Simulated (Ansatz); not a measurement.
## AlCu₃: how the axes shrink under pressure

AlCu₃, P6_3/mmc, a = 5.141 Å, c = 4.179 Å. The structure is a Materials Project entry; whether it is the stable form wasn't checked. Ansatz: PBEsol, PAW, 420 eV, Γ-centred 12×12×8 mesh on 8 atoms, Gaussian smearing 0.10 eV; no spin polarisation. Cell and atoms are relaxed at each pressure, and no other structure is tried, so the rows at high pressure may lie past a change of phase. y = 100 ln(c/c0) with c0 = 4.1787 Å, so nearly a change in per cent. The pressures are the targets, met within 0.06 GPa.

| P (GPa) | y | 100 ln(a/a0) |
| --- | --- | --- |
| -1.0 | ? | ? |
| 0.0 | 0.00 | 0.00 |
| 1.0 | -0.21 | -0.21 |
| 4.0 | -0.83 | -0.83 |
| 12.0 | -2.22 | -2.24 |
| 25.0 | -4.06 | -4.10 |

Question: Fit y = c1 P + c2 P² to the other rows, give the linear compressibility along c, and predict the missing y.

Answer: Least squares on the rows shown. y = −0.2083 P + 0.001841 P². The linear compressibility along c is −c1/100 = 2.08 per TPa, against 2.10 along a from the same fit to the last column (its missing entry is 0.23): the crystal is about as stiff along both at low pressure. With a term in P³ added, the coefficient of P becomes -0.2200, 6 % more, which shows how far this figure hangs on the form. At P = -1.0 the fit asked for gives 0.21. The run gave 0.23, so the fit is 0.02 too low, within twice the rms miss on the fitted rows (0.02).